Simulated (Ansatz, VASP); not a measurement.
BeH2 in VASP and in Ansatz

```
Be H
1.0
     0.00000    1.97495    1.97495
     1.97495    0.00000    1.97495
     1.97495    1.97495    0.00000
Be H
1 2
Direct
  0.00000 0.00000 0.00000
  0.25000 0.25000 0.25000
  0.75000 0.75000 0.75000
```

Alike in both runs: task single point; functional PBE; k mesh 8 × 8 × 8; occupations fermi-dirac, width 0.02 eV; no spin polarisation.

|  | VASP | Ansatz |
| --- | --- | --- |
| version | VASP 6.6.1 | Ansatz 0.2.0 |
| potentials or method | VASP PAW PBE potentials, release 64 (Be, H) | plane waves |
| plane-wave cutoff (eV) | 520 | 420 |
| valence electrons in the cell | 4 | 4 |

Ansatz gave:

| Quantity | Value |
| --- | --- |
| pressure (GPa) | 0.2 |

**Question.** What did VASP give for the same quantities?

**Answer.** Pressure (GPa): 0.0.

The functional is the same, so the differences come from potentials, cutoffs and numerics.
